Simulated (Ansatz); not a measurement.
**The 3-layer graphene (AB) under a gate**

How does the 3-layer graphene (AB) take up charge from its gate?

Calculated with Ansatz 0.2.0; plane-wave DFT, PBE-D3(BJ), Ansatz PAW (set soft_1); PAW set soft_1, in the first sound run; inputs show where later runs differ.

## (1) The structure

The cell holds 6 atoms: 6 C. Its edges and angles: a = 2.467 Å, b = 2.467 Å, c = 44.400 Å, α = 90.0°, β = 90.0°, γ = 120.0°. Regions: layer 1: graphene, 2 atoms (2 C); layer 2: graphene, 2 atoms (2 C); layer 3: graphene, 2 atoms (2 C). Vacuum lies along c.

## (2) Relaxation

The starting cell is a guess, so the in-plane lattice and the atoms are relaxed first, with the slab cut off from its images along the normal.

The input, input.yaml:

```yaml
crystal:
  lattice:
    - [2.467, 0.0, 0.0]
    - [-1.2335, 2.1364846711, 0.0]
    - [0.0, 0.0, 44.4000000018]
  atoms:
    - { symbol: C, position: [0.6666666667, 0.3333333333, 0.4245495495] }
    - { symbol: C, position: [0.3333333333, 0.6666666667, 0.4245495495] }
    - { symbol: C, position: [0.0, 0.0, 0.5] }
    - { symbol: C, position: [0.6666666667, 0.3333333333, 0.5] }
    - { symbol: C, position: [0.6666666667, 0.3333333333, 0.5754504505] }
    - { symbol: C, position: [0.3333333333, 0.6666666667, 0.5754504505] }
  periodic: [true, true, false]
kpoints:
  mp_grid: { grid: [18, 18, 1] }
hamiltonian:
  xc: pbe
  dispersion: d3bj
  pseudopotentials: { kind: paw, azcp: { folder: soft_1 } }
scf:
  occupations: { method: fermi_dirac, width: 0.05 }
  convergence: { dr2_threshold: 1.0e-09 }
relax:
  f_tol: 0.004
  max_steps: 90
  cell: {}
output:
  write_potential: true
  write_density: true
  volumetric_format: npy
```

Command:

```bash
$ ansatz run input.yaml --threads 4 --pin off --max-ram 16384MiB --backend cpu --events-out ev --progress --plain --runs-dir out
```

Numbers of over 12 decimals in the logs are rounded to 6 here.

What it wrote:

```text
Warning: relax.cell: scf.convergence.dr2_threshold = 1e-9 eV is looser than the 2.15138584985e-10 eV advised for a relaxation that steers and ends on the stress (1e-10 eV for each atom of the cell: 6, times the square of relax.cell.stress_2d_tol = 0.05 N/m over 16.7 Å (the atoms' height at the walk's start and 5 Å past either face), 2.994e-2 GPa, over a crystal's default 0.05). What an SCF threshold leaves in a stress goes as its square root, and in the free energy as the threshold itself, and one threshold admits the most on a small cell: [figures from the program's tests cut] Set scf.convergence.dr2_threshold to 2.15138584985e-10 eV or tighter. [rest of the remark cut]
Engine: ansatz 0.2.0, aarch64-unknown-linux-gnu
Pseudopotentials: kind: paw
Pseudopotential: C, paw, valence charge 4, recommended cutoff 420 eV (normal), soft_1/C.paw.azcp
Functional definition: PBE
  parameter kappa = 0.804
  parameter beta = 0.066725
  exchange = pbe_x(kappa = kappa, mu = beta*pi^2/3)
  correlation = pbe_c(beta = beta)
Crystal: 6 atoms, lattice volume = 234.019 Å³
Basis set: ecut = 420 eV, 4403 PW (Γ), exchange–correlation on 36×36×600 points (8 copies of the dense FFT grid, shifted against one another)
Bands: 18, of which v1, the nominal top of the filled ones, is band 12 counted from 1 (11 counted from 0)
Symmetry: 12 space group operations
Space group: P-6m2 (ITA 187), of the structure as read, at distance tolerance 6.2e-5 Å
k-points: 37 of 324 (time reversal used)
Non-local potential: C, projectors of the file, l = 0: 2, l = 1: 2, l = 2: 1
PAW form: soft (Blöchl's): semilocal exchange-correlation on the pseudo side does not see the compensation charge
PAW one-centre angular grid: C, 110 points (default); XC on 64 Gauss nodes
Initial density: superposition of atomic densities (neutral atoms: chi_scale 0, normalization atom)
Initial wavefunctions: pseudopotential atomic-orbital guess
Functional: x = pbe(κ = 0.804, μ = 0.219515), c = pbe(β = 0.066725)
SCF iter   1: F=—  HF=-1509.667356 eV  |F-HF|=—  |Δ(HF+E_count)|=         —  Δρ=6.07e-2  dr2=7.62e0  ethr=3.10e-3  ⟨swp⟩=15.6  Hψ=6905  notcnv=0
preconditioner: auto → LDOS  [metal: Δε(μ)=0.039 eV  Ē_g=16.287 eV  σ=0.050 eV  W_gap=0.19  n_scr=26 (ndim 8)  ℏωp=11.9 eV  f_vac=0.750  D(μ)=0.24/eV (n_scr^D=6)  β→1.0]
SCF iter   2: F=—  HF=-1506.919607 eV  |F-HF|=—  |Δ(HF+E_count)|=    2.75e0  Δρ=2.16e-2  dr2=1.18e0  ethr=3.10e-3  ⟨swp⟩=6.6  Hψ=2415  notcnv=0  defer=52
SCF iter   3: F=—  HF=-1506.396647 eV  |F-HF|=—  |Δ(HF+E_count)|=   5.23e-1  Δρ=3.15e-3  dr2=2.99e-2  ethr=3.10e-3  ⟨swp⟩=5.1  Hψ=2061  notcnv=0  defer=56
SCF iter   4: F=—  HF=-1506.391829 eV  |F-HF|=—  |Δ(HF+E_count)|=   4.82e-3  Δρ=2.34e-3  dr2=1.48e-2  ethr=1.24e-4  ⟨swp⟩=5.6  Hψ=2075  notcnv=0  defer=53
SCF iter   5: F=—  HF=-1506.388486 eV  |F-HF|=—  |Δ(HF+E_count)|=   3.34e-3  Δρ=9.00e-4  dr2=2.49e-3  ethr=6.18e-5  ⟨swp⟩=2.9  Hψ=1127  notcnv=0  defer=50
SCF iter   6: F=—  HF=-1506.387972 eV  |F-HF|=—  |Δ(HF+E_count)|=   5.14e-4  Δρ=1.82e-4  dr2=7.04e-5  ethr=1.04e-5  ⟨swp⟩=2.7  Hψ=1256  notcnv=0  defer=50
SCF iter   7: F=—  HF=-1506.387953 eV  |F-HF|=—  |Δ(HF+E_count)|=   1.94e-5  Δρ=3.03e-5  dr2=1.72e-6  ethr=2.93e-7  ⟨swp⟩=2.3  Hψ=1139  notcnv=0  defer=49
SCF iter   8: F=—  HF=-1506.387889 eV  |F-HF|=—  |Δ(HF+E_count)|=   6.42e-5  Δρ=1.07e-5  dr2=2.41e-7  ethr=7.18e-9  ⟨swp⟩=3.0  Hψ=1379  notcnv=0  defer=49
SCF iter   9: F=—  HF=-1506.387889 eV  |F-HF|=—  |Δ(HF+E_count)|=   2.17e-8  Δρ=2.41e-6  dr2=1.51e-8  ethr=1.01e-9  ⟨swp⟩=2.5  Hψ=1173  notcnv=0  defer=49
SCF iter  10: F=-1506.387889 eV  HF=-1506.387889 eV  |F-HF|=8.53e-9  |Δ(HF+E_count)|=   2.60e-8  Δρ=7.55e-7  dr2=6.80e-10  ethr=4.17e-12  ⟨swp⟩=8.7  Hψ=5082  notcnv=0
SCF 1 converged in 10 iterations: F = -1506.387889 eV  dr2 = 6.80e-10
  greatest PAW one-centre occupation: 0.673 electrons in one spin orbital (limit 2), on the C atom at site 3 (counted from 0), in its partial waves of l = 0
relax step   1: F+E_penalty+E_count = -1506.38788861 eV  Δ(F+E_penalty+E_count) = +0.000e0 eV  max|allowed force component| = 1.450e-2 eV/Å  Δτ_max = 0.0000 Å  P = -0.989 N/m  Ω = 234.019 Å³  fix = [c, alpha, beta]  reactions: c -0.000 N/m  (10 SCF iters, accepted)
Crystal: 6 atoms, lattice volume = 233.775 Å³
Initial density: handed on by an earlier stage of this run
Initial wavefunctions: those handed on with the density
iter 1 solved again at ethr=7.53e-4 eV; its pass at ethr=3.10e-3 eV (dr2=1.81e-1 eV) is discarded
SCF iter   1: F=—  HF=-1506.440964 eV  |F-HF|=—  |Δ(HF+E_count)|=         —  Δρ=9.00e-3  dr2=1.76e-1  ethr=7.53e-4  ⟨swp⟩=2.0  Hψ=5639  notcnv=0
preconditioner: auto → LDOS  [metal: Δε(μ)=0.005 eV  Ē_g=14.940 eV  σ=0.050 eV  W_gap=0.03  n_scr=26 (ndim 8)  ℏωp=11.9 eV  f_vac=0.756  D(μ)=0.25/eV (n_scr^D=6)  β→1.0]
SCF iter   2: F=—  HF=-1506.456627 eV  |F-HF|=—  |Δ(HF+E_count)|=   1.57e-2  Δρ=5.37e-3  dr2=2.40e-1  ethr=7.34e-4  ⟨swp⟩=4.9  Hψ=2091  notcnv=0  defer=17
SCF iter   3: F=—  HF=-1506.389960 eV  |F-HF|=—  |Δ(HF+E_count)|=   6.67e-2  Δρ=8.22e-4  dr2=5.42e-3  ethr=7.34e-4  ⟨swp⟩=4.1  Hψ=1755  notcnv=0  defer=43
SCF iter   4: F=—  HF=-1506.388504 eV  |F-HF|=—  |Δ(HF+E_count)|=   1.46e-3  Δρ=2.79e-4  dr2=1.05e-4  ethr=2.26e-5  ⟨swp⟩=3.0  Hψ=1462  notcnv=0  defer=44
SCF iter   5: F=—  HF=-1506.388527 eV  |F-HF|=—  |Δ(HF+E_count)|=   2.32e-5  Δρ=9.83e-5  dr2=1.50e-5  ethr=4.37e-7  ⟨swp⟩=3.0  Hψ=1239  notcnv=0  defer=43
SCF iter   6: F=—  HF=-1506.388598 eV  |F-HF|=—  |Δ(HF+E_count)|=   7.03e-5  Δρ=3.57e-5  dr2=2.07e-6  ethr=6.26e-8  ⟨swp⟩=2.6  Hψ=1161  notcnv=0  defer=43
SCF iter   7: F=—  HF=-1506.388539 eV  |F-HF|=—  |Δ(HF+E_count)|=   5.89e-5  Δρ=7.88e-6  dr2=8.84e-8  ethr=8.63e-9  ⟨swp⟩=2.4  Hψ=1137  notcnv=0  defer=43
SCF iter   8: F=—  HF=-1506.388539 eV  |F-HF|=—  |Δ(HF+E_count)|=   2.45e-7  Δρ=2.04e-6  dr2=6.27e-9  ethr=3.68e-10  ⟨swp⟩=2.7  Hψ=1215  notcnv=0  defer=43
SCF iter   9: F=-1506.388539 eV  HF=-1506.388539 eV  |F-HF|=7.83e-9  |Δ(HF+E_count)|=   4.05e-8  Δρ=6.06e-7  dr2=7.09e-10  ethr=4.17e-12  ⟨swp⟩=10.4  Hψ=4546  notcnv=0
SCF 2 converged in 9 iterations: F = -1506.388539 eV  dr2 = 7.09e-10
relax step   2: F+E_penalty+E_count = -1506.38853897 eV  Δ(F+E_penalty+E_count) = -6.504e-4 eV  max|allowed force component| = 7.724e-3 eV/Å  Δτ_max = 0.0682 Å  P = -0.262 N/m  Ω = 233.775 Å³  energy of the carried Pulay correction = +1.105e-4 eV  fix = [c, alpha, beta]  reactions: c -0.000 N/m  (9 SCF iters, accepted)
Crystal: 6 atoms, lattice volume = 233.693 Å³
iter 1 solved again at ethr=9.34e-5 eV; its pass at ethr=3.10e-3 eV (dr2=2.24e-2 eV) is discarded
SCF iter   1: F=—  HF=-1506.395814 eV  |F-HF|=—  |Δ(HF+E_count)|=         —  Δρ=3.27e-3  dr2=2.29e-2  ethr=9.34e-5  ⟨swp⟩=2.4  Hψ=4919  notcnv=0
preconditioner: auto → LDOS  [metal: Δε(μ)=0.006 eV  Ē_g=14.962 eV  σ=0.050 eV  W_gap=0.03  n_scr=26 (ndim 8)  ℏωp=11.9 eV  f_vac=0.758  D(μ)=0.24/eV (n_scr^D=6)  β→1.0]
SCF iter   2: F=—  HF=-1506.397394 eV  |F-HF|=—  |Δ(HF+E_count)|=   1.58e-3  Δρ=1.90e-3  dr2=3.17e-2  ethr=9.34e-5  ⟨swp⟩=4.4  Hψ=1919  notcnv=0  defer=14
SCF iter   3: F=—  HF=-1506.388836 eV  |F-HF|=—  |Δ(HF+E_count)|=   8.56e-3  Δρ=2.78e-4  dr2=2.06e-4  ethr=9.34e-5  ⟨swp⟩=3.5  Hψ=1438  notcnv=0  defer=15
SCF iter   4: F=—  HF=-1506.388801 eV  |F-HF|=—  |Δ(HF+E_count)|=   3.51e-5  Δρ=1.15e-4  dr2=2.52e-5  ethr=8.57e-7  ⟨swp⟩=3.2  Hψ=1514  notcnv=0  defer=25
SCF iter   5: F=—  HF=-1506.388871 eV  |F-HF|=—  |Δ(HF+E_count)|=   7.01e-5  Δρ=3.63e-5  dr2=2.11e-6  ethr=1.05e-7  ⟨swp⟩=2.2  Hψ=1098  notcnv=0  defer=25
SCF iter   6: F=—  HF=-1506.388810 eV  |F-HF|=—  |Δ(HF+E_count)|=   6.15e-5  Δρ=4.66e-6  dr2=4.37e-8  ethr=8.78e-9  ⟨swp⟩=3.1  Hψ=1285  notcnv=0  defer=26
SCF iter   7: F=—  HF=-1506.388810 eV  |F-HF|=—  |Δ(HF+E_count)|=   1.63e-7  Δρ=1.12e-6  dr2=2.97e-9  ethr=1.82e-10  ⟨swp⟩=2.9  Hψ=1175  notcnv=0  defer=26
SCF iter   8: F=-1506.388810 eV  HF=-1506.388810 eV  |F-HF|=4.79e-9  |Δ(HF+E_count)|=   3.50e-8  Δρ=3.49e-7  dr2=2.08e-10  ethr=4.17e-12  ⟨swp⟩=10.6  Hψ=4496  notcnv=0
SCF 3 converged in 8 iterations: F = -1506.388810 eV  dr2 = 2.08e-10
relax step   3: F+E_penalty+E_count = -1506.38881013 eV  Δ(F+E_penalty+E_count) = -2.712e-4 eV  max|allowed force component| = 6.783e-4 eV/Å  Δτ_max = 0.0248 Å  P = -0.046 N/m  Ω = 233.693 Å³  energy of the carried Pulay correction = +1.476e-4 eV  fix = [c, alpha, beta]  reactions: c -0.000 N/m  (8 SCF iters, accepted)
[...]
relax step   4: F+E_penalty+E_count = -1506.38871291 eV  Δ(F+E_penalty+E_count) = +9.722e-5 eV  max|allowed force component| = 6.764e-4 eV/Å  Δτ_max = 0.0000 Å  P = -0.051 N/m  Ω = 233.693 Å³  fix = [c, alpha, beta]  reactions: c -0.000 N/m  stress off target by 5.07e-2 N/m on what of the cell is left free  SCF on the basis re-selected at this cell (its energy is not comparable with the rows above)  (3 SCF iters)
[...]
relax step   5: F+E_penalty+E_count = -1506.38872390 eV  Δ(F+E_penalty+E_count) = -1.099e-5 eV  max|allowed force component| = 5.657e-5 eV/Å  Δτ_max = 0.0028 Å  P = -0.001 N/m  Ω = 233.675 Å³  energy of the carried Pulay correction = +8.273e-6 eV  fix = [c, alpha, beta]  reactions: c -0.000 N/m  (6 SCF iters, accepted)
iter 1 solved again at ethr=4.33e-7 eV; its pass at ethr=3.10e-3 eV (dr2=1.04e-4 eV) is discarded
SCF iter   1: F=—  HF=-1506.388687 eV  |F-HF|=—  |Δ(HF+E_count)|=         —  Δρ=1.08e-6  dr2=6.19e-10  ethr=4.33e-7  ⟨swp⟩=5.3  Hψ=8917  notcnv=0
eigensolver tolerance schedule: the retry pair's looser diagonalisation over-reported the residual by 167940.98 of it (diagonalisation noise at an unbounded share of the residual, at the tolerance the schedule requests for it); recorded, not acted on — ethr = c·dr2/N_el stays at c = 1.0e-1
preconditioner: auto → LDOS  [metal: Δε(μ)=0.006 eV  Ē_g=14.954 eV  σ=0.050 eV  W_gap=0.03  n_scr=26 (ndim 8)  ℏωp=11.9 eV  f_vac=0.758  D(μ)=0.25/eV (n_scr^D=6)  β→1.0]
SCF iter   2: F=—  HF=-1506.388697 eV  |F-HF|=—  |Δ(HF+E_count)|=   1.02e-5  Δρ=8.61e-7  dr2=4.81e-10  ethr=2.58e-12  ⟨swp⟩=22.1  Hψ=7369  notcnv=0
SCF iter   3: F=-1506.388697 eV  HF=-1506.388697 eV  |F-HF|=7.45e-10  |Δ(HF+E_count)|=   2.40e-9  Δρ=3.97e-7  dr2=7.13e-11  ethr=2.01e-12  ⟨swp⟩=6.7  Hψ=4021  notcnv=0
SCF 6 converged in 3 iterations: F = -1506.388697 eV  dr2 = 7.13e-11
relax step   6: F+E_penalty+E_count = -1506.38869680 eV  Δ(F+E_penalty+E_count) = +2.710e-5 eV  max|allowed force component| = 5.195e-5 eV/Å  Δτ_max = 0.0000 Å  P = -0.001 N/m  Ω = 233.675 Å³  fix = [c, alpha, beta]  reactions: c -0.000 N/m  stress off target by 1.30e-3 N/m on what of the cell is left free  SCF on the basis re-selected at this cell (its energy is not comparable with the rows above)  (3 SCF iters)
basis re-selected at this cell: Δ(F+E_penalty+E_count) = +2.710e-5 eV, ΔP = -0.001 N/m vs the last step (what re-selecting the basis moved, of the pressure what is left beyond the Pulay correction that the steps carried, after the strain that the cell walked since its last selection, with what the two solves' SCF thresholds leave and, on support functions, any second-order correction that the steps lacked; it is no m [...]
WARN: The output density's exchange-correlation potential varies sharply where the density is thin. Do not read a vacuum level from v_tot or v_xc, or from such a field of the output density. On a cell that repeats whose density bears no net charge and no dipole along the vacuum's axis use v_es (v_loc + v_h of the components); under efield.dipole_correction with no amplitude use v_es + v_field, which holds any externa [...]
SCF converged after 3 iterations
Free energy (F): -1506.388697 eV
Harris-Foulkes:  -1506.388697 eV  (|F-HF|=7.45e-10)
Internal energy: -1506.386992 eV  (E = F + TS)
E sigma→0 (E₀):  -1506.387844 eV
Entropy (-TS):   -0.001705 eV (-0.284 meV/atom)
Fermi energy:    -4.278709 eV
--- Per-component energies (eV) ---
  E_band       = -321.920634
  E_kinetic    = 531.161145
  E_local      = -78833.905082  (includes V_loc(G=0)·N_el)
  E_nonlocal   = 140.637227
  E_hartree    = 39117.113503
  E_xc         = -281.768898
  E_vxc        = -346.989051  (∫ρ·V_xc dr)
  E_paw        = -600.595060  (= ΣΔE_a)
  E_vpaw       = -47.052169  (= ΣTr[D̂ρ^β])
  E_aug_tail   = 0.000098  (compensation charges beyond the density's cutoff)
  E_ewald      = 38421.751820
  E_disp       = -0.781745  (pairwise vdW)
  E_smearing   = -0.001705  (= −TS)
  E_closure    = -0.000000  (closes the sum)
  Σ components = -1506.388697   (vs F -1506.388697, Δ=0.00e0)
--- Forces (eV/Å), atoms counted from 1 ---
  atom   1  C      0.00000000     0.00000000    -0.00005195
  atom   2  C     -0.00000000    -0.00000000     0.00001155
  atom   3  C      0.00000000     0.00000000     0.00000000
  atom   4  C      0.00000000    -0.00000000    -0.00000000
  atom   5  C     -0.00000000     0.00000000     0.00005195
  atom   6  C     -0.00000000    -0.00000000    -0.00001155
  max |Σ_I F_I| component: 2.96e-16 eV/Å
--- 2D stress c σ (N/m, compression-positive) ---
       -0.001302      -0.000000       0.000000
        0.000000      -0.001302       0.000000
        0.000000       0.000000       0.000000
  P = ½ c Tr σ = -0.0013 N/m
--- Band table (eV; the first three rows and the last of 37) ---
  k-point 0: bands = [... 8 lower, -7.3002, -7.3002, -7.2909, -7.2909, -0.7791, -0.6108, 0.2096, 0.2529, ... 2 higher]
  k-point 1: bands = [... 8 lower, -7.5870, -7.4620, -7.4570, -7.4461, -0.6811, -0.5117, 0.3106, 0.3543, ... 2 higher]
  k-point 2: bands = [... 8 lower, -8.4009, -7.8816, -7.8738, -7.8602, -0.3874, -0.2148, 0.6135, 0.6586, ... 2 higher]
  k-point 36: bands = [... 8 lower, -14.8310, -4.7113, -4.2893, -4.2821, -4.2762, -4.2672, -3.8160, 6.0967, ... 2 higher]
  the weakly bound empty levels are not read free of the cell's end (no_gap_told)
--- Relaxed structure (4 steps of the walk, 4 accepted, 2 SCFs on fresh bases) ---
  F+E_penalty+E_count = -1506.38869680 eV   max|allowed force component| = 5.195e-5 eV/Å   (the final SCF, on the basis selected at the relaxed cell)
  cell:  # Å, volume = 233.6751 Å³
    - [2.465184, 0.0, 0.0]
    - [-1.232592, 2.134912, 0.0]
    - [0.0, 0.0, 44.4000000018]
  atoms:
    - { symbol: C, position: [0.666667, 0.333333, 0.423644] }
    - { symbol: C, position: [0.333333, 0.666667, 0.423635] }
    - { symbol: C, position: [-2.4671622769088885e-17, -1.8503717076816656e-17, 0.500000] }
    - { symbol: C, position: [0.666667, 0.333333, 0.500000] }
    - { symbol: C, position: [0.666667, 0.333333, 0.576356] }
    - { symbol: C, position: [0.333333, 0.666667, 0.576365] }
```

Run time: 24 s. Hardware: 4 threads of Arm Neoverse V1, shared host; peak memory 0.54 GiB.

Step by step:

```
step  energy less that of the first step (eV)  largest force component (eV/Å)  volume (Å³)
   1                                   0.0000                          0.0145       234.02
   2                                  -0.0006                          0.0077       233.78
   3                                  -0.0009                          0.0007       233.69
  4*                                  -0.0008                          0.0007       233.69
   5                                  -0.0008                          0.0001       233.68
  6*                                  -0.0008                          0.0001       233.68
```

Relaxation steps marked * repeat the geometry before them on a plane-wave basis chosen anew for their cell, so energy and pressure can jump there.

Forces are held to the 12 operations that the run works with; a distortion that breaks them can't arise in this run.

```
cell as run  before  after  change
      a (Å)   2.467  2.465  -0.1 %
      b (Å)   2.467  2.465  -0.1 %
```

The atoms that moved most (Å, along periodic axes as changes of fractional coordinates times the final cell, across vacuum about the mean position):

```
atom     dx     dy      dz  length
  C6  0.000  0.000   0.041   0.041
  C2  0.000  0.000  -0.041   0.041
  C5  0.000  0.000   0.040   0.040
  C1  0.000  0.000  -0.040   0.040
```

The relaxed structure:

```xyz
6
Lattice="2.4652 0.0000 0.0000 -1.2326 2.1349 0.0000 0.0000 0.0000 44.4000" Properties=species:S:1:pos:R:3
C     1.2326    0.7116   18.8098
C     0.0000    1.4233   18.8094
C     0.0000    0.0000   22.2000
C     1.2326    0.7116   22.2000
C     1.2326    0.7116   25.5902
C     0.0000    1.4233   25.5906
```

Numbers from this step:

* energy at zero smearing: -1506.3878 eV

The lattice constant a goes from 2.467 to 2.465 Å.

(Part 1 of 4 ends here.)

[Logs are printed without paths, hosts, clocks, repeated set-up lines and the standing remarks that a program may print on its own settings, such as how far it seeks lower states.]

[Hosts, paths, dates, database ids (printed as entryN), source tags and the programs' standing remarks are cut or masked in the printed files.]

[Maps of the electrostatic potential energy from Ansatz leave out the sawtooth potential of an applied field or a dipole correction, so their vacuum need not be flat; planar profiles and work functions include it.]
